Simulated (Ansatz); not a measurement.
Crystal: B.

```
B
1.0
     1.88524    0.00000    0.00000
     0.00000    1.88524    0.00000
     0.00000    0.00000    1.88524
B
1
Direct
  0.50000 0.50000 0.50000
```

The cell was built by a generator and needn't be a form met in nature.

```yaml
Program: Ansatz 0.2.0
Task: single point
Functional: PBE
Potentials_or_basis: Ansatz PAW
Cutoff: "420 eV (not typed: the program's choice for these potentials)"
k_mesh: 14 × 14 × 14
Occupations: fermi-dirac, width 0.05 eV
Spin: no spin polarisation
```

On this cell: pressure 0.3 GPa; band gap on the k mesh none (metal or under the smearing width).

The same run follows on a disturbed copy (cell strained at random at fixed volume):

```xyz
1
Lattice="1.9050 0.0032 -0.0199 0.0032 1.8641 0.0004 -0.0199 0.0004 1.8871" Properties=species:S:1:pos:R:3 pbc="T T T"
B     0.9439    0.9681    0.9598
```

What changes?

The energy (extrapolated to zero smearing) moves by -2.7 meV/atom; pressure 0.4 GPa; band gap on the k mesh none (metal or under the smearing width).

Stress tensor (GPa, compression positive):
```
-1.58  1.03 -3.88
 1.03  3.49  0.21
-3.88  0.21 -0.65
```

The energy falls, though the first cell shows no forces: that form is unstable against this distortion, unless noise or another electronic state is at work.
